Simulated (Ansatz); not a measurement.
## HfS2: zone-centre modes at 2 GPa

Method: DFT PBE+D3(BJ), scalar-relativistic, plane waves, PAW (Ansatz). Cutoff 420 eV, 12×12×6 k-points (Γ-centred), fixed occupations. No spin polarisation. Phonons by linear response, acoustic sum rule imposed.

The cell, relaxed at 2 GPa:
```xyz
3
Lattice="3.5732 0.0000 0.0000 -1.7866 3.0945 0.0000 0.0000 0.0000 5.5924" Properties=species:S:1:pos:R:3 pbc="T T T"
Hf    0.0000    0.0000    0.0000
S     1.7866    1.0315    4.1302
S     0.0000    2.0630    1.4622
```

Spin–orbit coupling is left out, which matters for heavy elements.

Optical modes at Γ (transverse, no macroscopic field); i marks an imaginary frequency:
```csv
frequency (cm⁻¹),degeneracy,IR intensity of the level ((D/Å)²/amu)
158,2,43.76
262,2,0.00
311,1,2.33
343,1,0.00
```

All 6 optical modes at Γ are real: no displacement of atoms at fixed cell lowers the energy to second order. Strains and modes at other wave vectors aren't tested by this run.

* Electronic dielectric constant ε∞ (principal values): 6.83, 11.38, 11.38
* Static dielectric constant ε0 (principal values): 7.7, 41.5, 41.5
* Refractive index √ε∞, mean: 3.14
* Kohn–Sham gap on the mesh: 0.59 eV
* Cost: 5.9 min on 1 thread of Arm Neoverse V2, on a shared host, peak memory 1.6 GiB

Born effective charges (e):
```json
{"atom": "Hf (atom 1)", "Z*xx": "6.69", "Z*yy": "6.69", "Z*zz": "2.18", "mean": "5.19"}
{"atom": "S (atom 2)", "Z*xx": "-3.34", "Z*yy": "-3.34", "Z*zz": "-1.09", "mean": "-2.59"}
```